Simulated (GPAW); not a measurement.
Input of a GPAW 26.7.0 run:

run.py

```python
from ase.calculators.mixing import SumCalculator
from ase.eos import EquationOfState
from ase.io import Trajectory, read
from ase.units import GPa
from dftd4.ase import DFTD4
from gpaw import GPAW, PW, setup_paths

setup_paths.insert(0, '.')

atoms = read('POSCAR')

traj = Trajectory('eos.traj', 'w')
volumes, energies = [], []
for x in [0.94, 0.96, 0.98, 1.0, 1.02, 1.04, 1.06]:
    a = atoms.copy()
    a.set_cell(atoms.cell * x**(1 / 3), scale_atoms=True)
    calc = GPAW(mode=PW(600),
                xc='PBEsol',
                kpts={'size': (6, 6, 6), 'gamma': True},
                occupations={'name': 'fermi-dirac', 'width': 0.05},
                nbands=18,
                convergence={'density': 1e-05, 'energy': 1e-05},
                maxiter=150,
                txt=f'eos-{x:.2f}.txt')
    a.calc = SumCalculator([calc, DFTD4(method='pbesol')])
    energies.append(a.get_potential_energy())
    volumes.append(a.get_volume())
    p = -a.get_stress()[:3].mean() / GPa
    calc.write(f'eos-{x:.2f}.gpw')
    traj.write(a)
    print(f'{x:.2f} {volumes[-1]:10.4f} A^3 {energies[-1]:14.6f} eV {p:9.3f} GPa', flush=True)

v0, e0, B = EquationOfState(volumes, energies, eos='birchmurnaghan').fit()
print(f'V0 = {v0:.4f} A^3, E0 = {e0:.6f} eV, B0 = {B / GPa:.2f} GPa')
```

POSCAR

```
CdSe
1.0
    0.0000000000      3.0702711986      3.0702711986
    3.0702711986      0.0000000000      3.0702711986
    3.0702711986      3.0702711986      0.0000000000
Cd Se
1 1
Direct
    0.0000000000      0.0000000000      0.0000000000
    0.2500000000      0.2500000000      0.2500000000
```

Potentials or basis: PAW data sets generated in the run's folder for this functional, pw.

Run with:

```bash
$ gpaw-setup -f PBEsol Cd Se
$ OMP_NUM_THREADS=1 python run.py
```

Question: What does it give for the equilibrium volume?

Answer: 27.49 Å³/atom.

Question: Estimate the pressure derivative of the bulk modulus.

Answer: 4.6.

Question: Predict the bulk modulus.

Answer: 56 GPa.

Energy against volume, from the lowest point:
| volume (Å³/atom) | energy (meV/atom) |
| --- | --- |
| 27.206 | 0.00 |
| 27.784 | 0.01 |
| 28.363 | 4.02 |
| 28.942 | 11.57 |
| 29.521 | 22.28 |
| 30.100 | 35.77 |
| 30.679 | 51.78 |
